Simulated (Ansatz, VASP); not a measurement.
Given: the input of a run of VASP 6.6.1 on In.

Contents of INCAR:

```
ALGO     = Normal         # electronic algorithm
DIPOL    = 0.5 0.5 0.500
EDIFF    = 1E-7           # SCF threshold, eV
ENCUT    = 520            # plane-wave cutoff, eV
GGA      = PE             # functional
IDIPOL   = 3            
ISIF     = 2              # what is computed and relaxed
ISMEAR   = -1             # smearing method
LASPH    = T              # aspherical terms in the spheres
LCHARG   = F              # write CHGCAR
LDIPOL   = T            
LREAL    = F              # projectors in reciprocal space
LWAVE    = F              # write WAVECAR
NBANDS   = 40             # bands
NELM     = 60             # most SCF steps
PREC     = Accurate       # precision mode
SIGMA    = 0.05           # smearing width, eV
```

Contents of KPOINTS:

```
k-points
0
Gamma
  9 9 1
```

POSCAR

```
In
1.0
    3.3354847820      0.0000000000      0.0000000000
   -1.6677423910      2.8886145552      0.0000000000
    0.0000000000      0.0000000000     26.0182858400
In
5
Direct
    0.6666666700      0.3333333400      0.2882588056
    0.3333333300      0.6666666600      0.3941294028
    0.6666666700      0.3333333400      0.5000000000
    0.3333333300      0.6666666600      0.6058705972
    0.6666666700      0.3333333400      0.7117411944
```

Potentials or basis: VASP PAW PBE potentials, release 64 (In_d).

Command:

```sh
$ cat potpaw_PBE.64/In_d/POTCAR > POTCAR
$ mpirun -np 1 vasp_std > vasp.out
```

Q: Translate it to Ansatz 0.2.0. Potentials there: Ansatz PAW.

A: As run (the cutoff follows the program's own potentials):

Contents of input.yaml:

```yaml
crystal:
  lattice:
    - [3.335484782, 0.0, 0.0]
    - [-1.667742391, 2.8886145552, 0.0]
    - [0.0, 0.0, 26.01828584]
  atoms:
    - { symbol: In, position: [0.66666667, 0.33333334, 0.2882588056] }
    - { symbol: In, position: [0.33333333, 0.66666666, 0.3941294028] }
    - { symbol: In, position: [0.66666667, 0.33333334, 0.5] }
    - { symbol: In, position: [0.33333333, 0.66666666, 0.6058705972] }
    - { symbol: In, position: [0.66666667, 0.33333334, 0.7117411944] }
hamiltonian:
  xc: pbe
  pseudopotentials: { kind: paw }
kpoints:
  mp_grid: { grid: [9, 9, 1] }
scf:
  occupations: { method: fermi_dirac, width: 0.05 }
output:
  forces: true
  eigenvalues: true
efield:
  axis: 3
  dipole_correction: true
  ramp_width: 0.04
```

Potentials or basis: Ansatz PAW.

Command:

```console
$ ansatz run input.yaml --threads 4 --pin off --max-ram 11264MiB --backend cpu --events-out ev --progress --plain --runs-dir out
```

Both were run:

|  | VASP | Ansatz | Ansatz less VASP |
| --- | --- | --- | --- |
| gap on the k mesh at the Fermi level (eV) | none | none | - |
| rms of the force components (eV/Å) | 0.048 | 0.048 | -0.0003 |
| work function, face that differs most (eV) | 3.74 | 3.85 | +0.116 |

Atom by atom the forces differ by 0.000 eV/Å (rms over components). A gap of «none» marks a metal or a gap that the smearing closes.
